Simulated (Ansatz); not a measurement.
ZnS (F-43m), random displacements

Level of theory: DFT PBE, scalar-relativistic, plane waves, PAW in Ansatz. The runs took a 420 eV cutoff, a Γ-centred 6×6×6 mesh and Gaussian smearing (0.05 eV). No spin polarisation. Energies are free energies at this smearing, counted from the undisturbed cell; pressure is positive in compression.

The undisturbed cell (as given, not relaxed at this level):

```
Zn S
1.0
     5.40930    0.00000    0.00000
     0.00000   -5.40930    0.00000
     0.00000    0.00000   -5.40930
Zn S
4 4
Direct
  0.00000 0.50000 0.50000
  0.50000 0.00000 0.50000
  0.50000 0.50000 0.00000
  0.00000 0.00000 0.00000
  0.75000 0.75000 0.75000
  0.25000 0.25000 0.75000
  0.25000 0.75000 0.25000
  0.75000 0.25000 0.25000
```

The atoms are displaced (Å, in the unstrained cell):

| atom | ux | uy | uz |
| --- | --- | --- | --- |
| Zn1 | -0.034 | 0.024 | 0.003 |
| Zn2 | -0.041 | 0.063 | -0.014 |
| Zn3 | -0.021 | -0.013 | 0.016 |
| Zn4 | 0.006 | -0.031 | -0.047 |
| S5 | 0.052 | -0.057 | -0.001 |
| S6 | -0.007 | -0.061 | -0.035 |
| S7 | 0.096 | 0.010 | -0.050 |
| S8 | -0.050 | 0.064 | 0.128 |

Strain (Voigt, engineering shear): (0.0377, -0.0248, 0.0003, 0.0222, -0.0788, 0.0268).

(1) What are the energy change, the stress and the forces?

Results:

(1) ΔE = 52.4 meV/atom; stress (xx, yy, zz, yz, xz, xy; compression positive) (0.03, 2.20, 1.50, -0.37, 4.33, -1.20) GPa; gap on the mesh 1.79 eV.
```csv
atom,Fx (eV/Å),Fy,Fz
Zn1,-0.17,0.28,0.09
Zn2,0.29,-0.30,-0.43
Zn3,0.23,0.21,0.09
Zn4,0.38,0.74,0.13
S5,-0.11,0.02,0.22
S6,0.25,0.09,0.57
S7,-0.87,-0.15,0.41
S8,0.01,-0.90,-1.09
```

Cost: 1 run of about 0.54 core-minutes, on Intel Xeon 6975P-C (Granite Rapids) (shared hosts).